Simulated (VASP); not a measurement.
# InAs (F-43m) in VASP: notebook

Runs on InAs. Level: LDA. Tasks: relaxation of cell and atoms.

Program: VASP 6.6.1. These are calculated values, not measurements. Logs are shortened: lines on timing, memory, paths and dates and some standing lists are left out, and cuts for length are marked.

### Step 1. The crystal as given

It takes space group F-43m (No. 216, cubic). Conventional cell: a = 6.036 Å, b = 6.036 Å, c = 6.036 Å, α = 90.00°, β = 90.00°, γ = 90.00°. Around In (site symmetry -43m) lie 4 As at 2.61 Å. Around As (site symmetry -43m) lie 4 In at 2.61 Å.

### Step 2. Relaxation of cell and atoms, LDA

Input file INCAR:

```
ALGO = Normal
EDIFF = 1E-6
EDIFFG = -0.01
ENCUT = 600
GGA = CA
IBRION = 2
ISIF = 3
ISMEAR = 0
LASPH = True
LCHARG = False
LREAL = False
LWAVE = False
NELM = 80
NSW = 90
PREC = Accurate
SIGMA = 0.03
```

Input file KPOINTS:

```
k-points
0
Gamma
  10 10 10
```

Input file POSCAR:

```
InAs
1.0
    0.0000000000      3.0180000000      3.0180000000
    3.0180000000      0.0000000000      3.0180000000
    3.0180000000      3.0180000000      0.0000000000
In As
1 1
Direct
    0.0000000000      0.0000000000      0.0000000000
    0.2500000000      0.2500000000      0.2500000000
```

Potentials or basis: VASP PAW LDA potentials, release 64 (In_d, As).

Command:

```bash
$ cat potpaw_LDA.64/In_d/POTCAR potpaw_LDA.64/As/POTCAR > POTCAR
$ mpirun -np 1 vasp_std > vasp.out
```

OUTCAR:

```text
EDIFF = 1E-6
   EDIFFG = -0.01
   ENCUT = 600
   GGA = CA
   IBRION = 2
   ISIF = 3
   ISMEAR = 0
   LASPH = True
   LREAL = False
   NELM = 80
   NSW = 90
   PREC = Accurate

 ion  position               nearest neighbor table
   1  0.000  0.000  0.000-   2 2.61   2 2.61   2 2.61   2 2.61
   2  0.250  0.250  0.250-   1 2.61   1 2.61   1 2.61   1 2.61

  LATTYP: Found a face centered cubic cell.
 ALAT       =     6.0360000000

  Lattice vectors:

 A1 = (   0.0000000000,   3.0180000000,   3.0180000000)
 A2 = (   3.0180000000,   0.0000000000,   3.0180000000)
 A3 = (   3.0180000000,   3.0180000000,   0.0000000000)

Analysis of symmetry for initial positions (statically):
=====================================================================
 Subroutine PRICEL returns:
 Original cell was already a primitive cell.

 Routine SETGRP: Setting up the symmetry group for a
 face centered cubic supercell.

 Subroutine GETGRP returns: Found 24 space group operations
 (whereof 24 operations were pure point group operations)
 out of a pool of 48 trial point group operations.

The static configuration has the point symmetry T_d .

Analysis of symmetry for dynamics (positions and initial velocities):
=====================================================================
 Subroutine PRICEL returns:
 Original cell was already a primitive cell.

 Routine SETGRP: Setting up the symmetry group for a
 face centered cubic supercell.

 Subroutine GETGRP returns: Found 24 space group operations
 (whereof 24 operations were pure point group operations)
 out of a pool of 48 trial point group operations.

The dynamic configuration has the point symmetry T_d .

 Subroutine INISYM returns: Found 24 space group operations
 (whereof 24 operations are pure point group operations),
 and found     1 'primitive' translations

----------------------------------------------------------------------------------------

                                     Primitive cell

  volume of cell :      54.9778

  direct lattice vectors                    reciprocal lattice vectors
     0.000000000  3.018000000  3.018000000    -0.165672631  0.165672631  0.165672631
     3.018000000  0.000000000  3.018000000     0.165672631 -0.165672631  0.165672631
     3.018000000  3.018000000  0.000000000     0.165672631  0.165672631 -0.165672631

  length of vectors
     4.268096531  4.268096531  4.268096531     0.286953414  0.286953414  0.286953414

  position of ions in fractional coordinates (direct lattice)
     0.000000000  0.000000000  0.000000000
     0.250000000  0.250000000  0.250000000

  ion indices of the primitive-cell ions
   primitive index   ion index
                 1           1
                 2           2

----------------------------------------------------------------------------------------

 KPOINTS: k-points

Automatic generation of k-mesh.
 Grid dimensions read from file:
 generate k-points for:   10   10   10

 Generating k-lattice:

  Cartesian coordinates                     Fractional coordinates (reciprocal lattice)
    -0.016567263  0.016567263  0.016567263     0.100000000  0.000000000  0.000000000
     0.016567263 -0.016567263  0.016567263     0.000000000  0.100000000  0.000000000
     0.016567263  0.016567263 -0.016567263     0.000000000  0.000000000  0.100000000

  Length of vectors
     0.028695341  0.028695341  0.028695341

  Shift w.r.t. Gamma in fractional coordinates (k-lattice)
     0.000000000  0.000000000  0.000000000

 Subroutine IBZKPT returns following result:
 ===========================================

 Found     47 irreducible k-points:

 Following reciprocal coordinates:
            Coordinates               Weight
  0.000000  0.000000  0.000000      1.000000
  0.100000  0.000000  0.000000      8.000000
  0.200000  0.000000  0.000000      8.000000
  0.300000  0.000000  0.000000      8.000000
  0.400000  0.000000  0.000000      8.000000
  0.500000  0.000000  0.000000      4.000000
[... 16 lines left out ...]
  0.300000  0.300000  0.000000      6.000000
  0.400000  0.300000  0.000000     24.000000
 [... further k-points ...]
   k-points           NKPTS =     47   k-points in BZ     NKDIM =     47   number of bands    NBANDS=     13
   number of dos      NEDOS =    301   number of ions     NIONS =      2
   total plane-waves  NPLWV =  46656
   dimension x,y,z NGX =    36 NGY =   36 NGZ =   36
   dimension x,y,z NGXF=    72 NGYF=   72 NGZF=   72
   ions per type =               1   1
   NGX,Y,Z   is equivalent  to a cutoff of  14.02, 14.02, 14.02 a.u.
   NGXF,Y,Z  is equivalent  to a cutoff of  28.04, 28.04, 28.04 a.u.
 SYSTEM =  unknown system
   PREC   = accura    normal or accurate (medium, high low for compatibility)
   ISTART =      0    job   : 0-new  1-cont  2-samecut
   ICHARG =      2    charge: 1-file 2-atom 10-const
   ISPIN  =      1    spin polarized calculation?
   LNONCOLLINEAR =      F non collinear calculations
   LSORBIT =      F    spin-orbit coupling
   LASPH  =      T    aspherical Exc in radial PAW
   ENCUT  =  600.0 eV  44.10 Ry    6.64 a.u.   8.52  8.52  8.52*2*pi/ulx,y,z
   NELM   =     80;   NELMIN=  2; NELMDL= -5     # of ELM steps
   EDIFF  = 0.1E-05   stopping-criterion for ELM
   LREAL  =      F    real-space projection
   EDIFFG = -.1E-01   stopping-criterion for IOM
   NSW    =     90    number of steps for IOM
   IBRION =      2    ionic relax: 0-MD 1-quasi-New 2-CG
   NFREE  =      1    steps in history (QN), initial steepest desc. (CG)
   ISIF   =      3    stress and relaxation
   ISYM   =      2    0-nonsym 1-usesym 2-fastsym
   POTIM  = 0.5000    time-step for ionic-motion
   TEBEG  =    0.0;   TEEND  =   0.0 temperature during run
   PSTRESS=    0.0 pullay stress
   NELECT =      18.0000    total number of electrons
   NUPDOWN=      -1.0000    fix difference up-down
   EMIN   =  10.00;   EMAX   =-10.00  energy-range for DOS
   EFERMI =   0.00;   METHOD = LEGACY
   ISMEAR =     0;   SIGMA  =   0.03  broadening in eV -4-tet -1-fermi 0-gaus
   EFERMI_NEDOS =   21; number of points for ismear=-14 and -15
   IALGO  =     38    algorithm
   IMIX   =      4    mixing-type and parameters
     AMIX     =   0.40;   BMIX     =  1.00
     AMIX_MAG =   1.60;   BMIX_MAG =  1.00
  volume/ion in A,a.u.               =      27.49       185.50
  Fermi-wavevector in a.u.,A,eV,Ry     =   1.128331  2.132236 17.321990  1.273130
  Thomas-Fermi vector in A             =   2.265020
   LORBIT       =      0    0 simple, 1 ext, 2 COOP (PROOUT), +10 PAW based schemes
   GGA     = CA    functional components
   LHFCALC =     F    Hartree Fock is set to
   AEXX    =    0.0000 exact exchange contribution
   IVDW    =     0    specifies the selected vdW correction
   LEPSILON=     F    determine dielectric tensor
   LRPA    =     F    only Hartree local field effects (RPA)
 conjugate gradient relaxation of ions
 non-spin polarized calculation
 Gauss-broadening in eV      SIGMA  =   0.03
  energy-cutoff  :      600.00
  volume of cell :       54.98
 maximum number of plane-waves:      1854
 NGX is ok and might be reduce to    36
   NGX = 17   NGY = 17   NGZ = 17

--------------------------------------- Ionic step        1  -------------------------------------------

 number of electron      18.0000003 magnetization

 Free energy of the ion-electron system (eV)
  ---------------------------------------------------
  ext. energy  EPLUGINS =         0.00000000
  ---------------------------------------------------
  free energy    TOTEN  =        -9.02904070 eV

  energy without entropy =       -9.02899442  energy(sigma->0) =       -9.02901756

------------------------ aborting loop because EDIFF is reached ----------------------------------------

  FORCE on cell =-STRESS in cart. coord.  units (eV):
  Direction    XX          YY          ZZ          XY          YZ          ZX
  --------------------------------------------------------------------------------------
  -------------------------------------------------------------------------------------
  Total       -0.0425865     -0.0425865     -0.0425865      0.0000000      0.0000000      0.0000000
  in kB       -1.2410645     -1.2410645     -1.2410645      0.0000000      0.0000000      0.0000000
  external PRESSURE =      -1.2410645 kB  Pullay stress =       0.0000000 kB

 VOLUME and BASIS-vectors are now :
 -----------------------------------------------------------------------------
  energy-cutoff  :      600.00
  volume of cell :       54.98
      direct lattice vectors                 reciprocal lattice vectors
     0.000000000  3.018000000  3.018000000    -0.165672631  0.165672631  0.165672631
     3.018000000  0.000000000  3.018000000     0.165672631 -0.165672631  0.165672631
     3.018000000  3.018000000  0.000000000     0.165672631  0.165672631 -0.165672631
[... 37 lines left out ...]
 POSITION                                       TOTAL-FORCE (eV/Angst)
 -----------------------------------------------------------------------------------
      3.01490      3.01490      0.00000         0.000000      0.000000      0.000000
      1.50745      1.50745      1.50745        -0.000000     -0.000000     -0.000000
 -----------------------------------------------------------------------------------
    total drift:                                0.000000      0.000000      0.000000

  FREE ENERGIE OF THE ION-ELECTRON SYSTEM (eV)
  ---------------------------------------------------
  free  energy   TOTEN  =        -9.0290672996 eV

  energy  without entropy=       -9.0290210209  energy(sigma->0) =       -9.02904416

--------------------------------------- Ionic step        3  -------------------------------------------

 number of electron      18.0000003 magnetization

 Free energy of the ion-electron system (eV)
  ---------------------------------------------------
  ext. energy  EPLUGINS =         0.00000000
  ---------------------------------------------------
  free energy    TOTEN  =        -9.02908119 eV

  energy without entropy =       -9.02903491  energy(sigma->0) =       -9.02905805

 E-fermi :   4.4225     XC(G=0):  -9.4441

 val. band max:        4.4133957110   @ k =   0.0000   0.0000   0.0000
 cond. band min:       5.2368365418   @ k =   0.5000   0.0000   0.0000
 fundamental gap:      0.8234408308
 Fermi energy:         4.4225327455

 k-point     1 :       0.0000    0.0000    0.0000
  band No.  band energies     occupation
      1      -9.9607      2.00000
      2      -9.9607      2.00000
      3      -9.9607      2.00000
      4      -9.8290      2.00000
      5      -9.8290      2.00000
      6      -7.5490      2.00000
      7       4.0564      2.00000
      8       4.4134      1.33333
      9       4.4134      1.33333
     10       4.4134      1.33333
     11       8.2397      0.00000
     12       8.2397      0.00000
     13       8.2397      0.00000

 k-point     2 :       0.1000    0.0000    0.0000
  band No.  band energies     occupation
      1      -9.9750      2.00000
      2      -9.9567      2.00000
      3      -9.9567      2.00000
      4      -9.8292      2.00000
      5      -9.8292      2.00000
      6      -7.4426      2.00000
      7       2.8185      2.00000
      8       4.2809      2.00000
      9       4.2809      2.00000
     10       5.2715      0.00000
     11       8.2972      0.00000
[... 339 lines left out ...]
 k-point    24 :       0.4000    0.3000    0.0000
  band No.  band energies     occupation
      1     -10.1179      2.00000
      2      -9.8983      2.00000
      3      -9.8957      2.00000
      4      -9.8573      2.00000
      5      -9.8112      2.00000
      6      -6.0615      2.00000
      7      -0.6575      2.00000
      8       2.1634      2.00000
      9       2.4395      2.00000
     10       6.3265      0.00000
     11       7.1103      0.00000
     12      10.9673      0.00000
     13      11.7408      0.00000

 [... further k-points ...]

------------------------ aborting loop because EDIFF is reached ----------------------------------------

  FORCE on cell =-STRESS in cart. coord.  units (eV):
  Direction    XX          YY          ZZ          XY          YZ          ZX
  --------------------------------------------------------------------------------------
  -------------------------------------------------------------------------------------
  Total       -0.0055466     -0.0055466     -0.0055466      0.0000000      0.0000000      0.0000000
  in kB       -0.1619497     -0.1619497     -0.1619497      0.0000000      0.0000000      0.0000000
  external PRESSURE =      -0.1619497 kB  Pullay stress =       0.0000000 kB

 VOLUME and BASIS-vectors are now :
 -----------------------------------------------------------------------------
  energy-cutoff  :      600.00
  volume of cell :       54.87
      direct lattice vectors                 reciprocal lattice vectors
    -0.000000000  3.016078007  3.016078007    -0.165778206  0.165778206  0.165778206
     3.016078007  0.000000000  3.016078007     0.165778206 -0.165778206  0.165778206
     3.016078007  3.016078007  0.000000000     0.165778206  0.165778206 -0.165778206

 POSITION                                       TOTAL-FORCE (eV/Angst)
 -----------------------------------------------------------------------------------
      0.00000      0.00000      0.00000         0.000000      0.000000      0.000000
      1.50804      1.50804      1.50804        -0.000000     -0.000000     -0.000000
 -----------------------------------------------------------------------------------
    total drift:                                0.000000      0.000000      0.000000

  FREE ENERGIE OF THE ION-ELECTRON SYSTEM (eV)
  ---------------------------------------------------
  free  energy   TOTEN  =        -9.0290811897 eV

  energy  without entropy=       -9.0290349110  energy(sigma->0) =       -9.02905805

 reached required accuracy - stopping structural energy minimisation
```

Run time: 55 s. Hardware: 1 thread of Intel Xeon Platinum 8259CL at 2.50GHz (Skylake/Cascade Lake), shared host; peak memory 0.21 GiB.

Results:

* Free energy: -9.0291 eV
* Relaxed volume: 27.44 Å³/atom
* Relaxed cell: a = 4.265 Å, b = 4.265 Å, c = 4.265 Å, α = 60.00°, β = 60.00°, γ = 60.00°
* Space group after relaxing (to 0.05 Å): F-43m (No. 216)
* Energy gained by relaxing: 0.0 meV/atom
* Ionic steps: 3
* Pressure after relaxing: 0.0 GPa
* Band gap on the k mesh: none (metal or under the smearing width)

Final structure:
```
CELL_PARAMETERS angstrom
0.00000 3.01608 3.01608
3.01608 0.00000 3.01608
3.01608 3.01608 0.00000
ATOMIC_POSITIONS crystal
In 0.00000 0.00000 0.00000
As 0.25000 0.25000 0.25000
```

Caveat: this crystal is a semiconductor, whose small gap the functional closes, so the metal is an error of the method.

(Continued in part 2 of 2.)
